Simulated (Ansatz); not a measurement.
A crystal relaxed with r2SCAN+rVV10 in Ansatz has space group Fm-3m (No. 225) and a = 5.970 Å.

```json
{"atom": "Xx", "site": "4a", "x": "0.0000", "y": "0.0000", "z": "0.0000"}
{"atom": "Se", "site": "4b", "x": "0.5000", "y": "0.0000", "z": "0.0000"}
```

With r2SCAN the gap is 0.03 eV and direct, at L–W (0.10 of the way from L). (So small a gap could close between the points sampled.) HSE06 gives a gap of zero: filled and empty bands touch at L–W (0.10 of the way from L). PBE0 gives an indirect gap of 0.10 eV, from L–W (0.10 of the way from L) to k = (-0.061, -0.042, 0.479); the least direct gap is 0.12 eV at L–W (0.10 of the way from L). Least and direct gap differ so little that the kind isn't settled. Meshes: r2SCAN 8×8×8, HSE06 6×6×6, PBE0 6×6×6.

Q: Which element is Xx?
A. Zr
B. Sn
C. Ti
D. Ge

A: B. Xx is Sn: a 2-atom cell of SnSe started from a crystallographic database. Sn is surrounded by 6 Se at 2.98 Å; Se is surrounded by 6 Sn at 2.98 Å.

(Simulation; spin polarisation is off.)

No spin-orbit coupling is included; it can move band edges with weight on the heavy atoms by tenths of an eV.

Where an edge lies off the special points, it is a point of the mesh or the k point where a search put PBE's edge or least direct gap, reused for the other functionals, whose own edges may lie a little apart.

Coordinates of k points refer to the reciprocal vectors of the primitive cell of the runs.

The meshes of the hybrids are coarse, so their gaps aren't converged to the digits shown.
